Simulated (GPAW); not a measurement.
Crystal: WC (Qusongite).

```
W C
1.0
     2.90650    0.00000    0.00000
    -1.45325    2.51710    0.00000
     0.00000    0.00000    2.83660
W C
1 1
Direct
  0.00000 0.00000 0.00000
  0.66667 0.33333 0.50000
```

- Program: GPAW 26.7.0
- Task: relaxation of cell and atoms
- Functional: PBEsol
- Dispersion: D4
- Potentials or basis: PAW data sets generated in the run's folder for this functional
- Cutoff: 800 eV
- Basis: pw
- k mesh: 9 × 9 × 8
- Occupations: fermi-dirac, width 0.05 eV
- Spin: no spin polarisation

At the start: pressure -7.9 GPa; volume 10.38 Å³/atom.

Problem. Where does the relaxation end?

Solution. Over 3 steps the energy falls by 4.8 meV/atom and the volume is 10.17 Å³/atom (-2.0 %); space group P-6m2 (No. 187, to 0.05 Å).

Step by step:
| step | energy change (eV) | largest force (eV/Å) | pressure (GPa) | volume (Å³) |
| --- | --- | --- | --- | --- |
| 1 | 0.0000 | 0.0000 | -7.92 | 20.75 |
| 2 | -0.0079 | 0.0000 | -3.55 | 20.53 |
| 3 | -0.0096 | 0.0000 | 0.06 | 20.35 |

Final structure:
```
W C
1.0
     2.88837    0.00000    0.00000
    -1.44419    2.50140    0.00000
     0.00000    0.00000    2.81623
W C
1 1
Direct
  0.00000 0.00000 0.00000
  0.66667 0.33333 0.50000
```

Caveat: later steps reuse the first step's grids; pairwise dispersion overbinds metals, which lowers pressure and volume.
